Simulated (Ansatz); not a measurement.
The system is CsSnBr3.

```
Cs Sn Br
1.0
     5.83901    0.00000    0.00000
     0.00000    5.83901    0.00000
     0.00000    0.00000    5.83901
Cs Sn Br
1 1 3
Direct
  0.00000 0.00000 0.00000
  0.50000 0.50000 0.50000
  0.00000 0.50000 0.50000
  0.50000 0.50000 0.00000
  0.50000 0.00000 0.50000
```

The cell is a database's computed one.

- Program: Ansatz 0.2.0
- Task: relaxation of cell and atoms
- Functional: PBEsol
- Potentials or basis: Ansatz PAW
- Cutoff: 420 eV (not typed: the program's choice for these potentials)
- k mesh: 5 × 5 × 5
- Occupations: fermi-dirac, width 0.05 eV
- Spin: no spin polarisation

At the start: volume 39.81 Å³/atom.

Q: How do energy, volume and symmetry change on relaxing?

A: It ends after 4 steps and the volume is 38.01 Å³/atom (-4.5 %); space group Pm-3m (No. 221, to 0.05 Å).

The path:
```
step  energy change (eV)  largest force (eV/Å)  volume (Å³)
   1              0.0000                0.0000       199.08
   2             -0.0202                0.0000       194.37
   3             -0.0261                0.0000       190.03
   4             -0.0253                0.0000       190.03
```

Final structure:
```xyz
5
Lattice="5.7492 0.0000 0.0000 0.0000 5.7492 0.0000 0.0000 0.0000 5.7492" Properties=species:S:1:pos:R:3 pbc="T T T"
Cs    0.0000    0.0000    0.0000
Sn    2.8746    2.8746    2.8746
Br    0.0000    2.8746    2.8746
Br    2.8746    2.8746    0.0000
Br    2.8746    0.0000    2.8746
```

Caveat: the plane-wave basis is chosen anew once the cell has moved, so the energies of steps on either side of that aren't comparable; the PAW data sets come from PBE, with cores solved anew for the run's functional, which leaves a small shift of forces and pressure.
